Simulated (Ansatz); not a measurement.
**Straining SnSe$_{2}$**

The calculation used DFT PBEsol, scalar-relativistic, plane waves, PAW (Ansatz 0.2.0). Settings: 420 eV cutoff, 12×12×6 k-mesh, Gaussian smearing of 0.02 eV, no spin polarisation.

Reference structure (relaxed):

```
Sn Se
1.0
     3.81745    0.00000    0.00000
    -1.90872    3.30601    0.00000
     0.00000    0.00000    6.15468
Sn Se
1 2
Direct
  0.00000 0.00000 0.00000
  0.66667 0.33333 0.74217
  0.33333 0.66667 0.25783
```

Deformation: biaxial strain in the a-b plane, with the length and tilt of c and the atoms relaxed, all within the symmetry that the strain leaves. Energies are extrapolated to zero smearing. Gaps are Kohn–Sham gaps over the whole zone.

```tsv
strain (%)	ΔE (meV/atom)	a (Å)	b (Å)	c (Å)	gap (eV)
-6.0	82.1	3.588	3.588	6.514	0.04
-4.0	34.2	3.665	3.665	6.422	0.24
-2.0	8.0	3.741	3.741	6.301	0.40
+0.0	0.0	3.817	3.817	6.155	0.46
+2.0	6.8	3.894	3.894	5.981	0.26
+4.0	24.8	3.970	3.970	5.749	metal
+6.0	48.5	4.046	4.046	5.452	metal
```

**Question.** What stiffness (1/V) d²E/dε² at zero strain does a cubic fit over all points give?

**Answer.** A cubic fit gives (1/V) d²E/dε² = 224 GPa at zero strain (twice the biaxial modulus).

**Question.** How does the free axis c answer a small strain?

**Answer.** Between the innermost points its strain is -1.30 times the applied one.

Closed-shell ions balance this formula, and semilocal functionals make gaps too small, so «metal» can mean here that the functional has closed a real gap.

Cost: 7 runs of about 9.2 core-minutes in all, on Arm Neoverse V2 (shared hosts).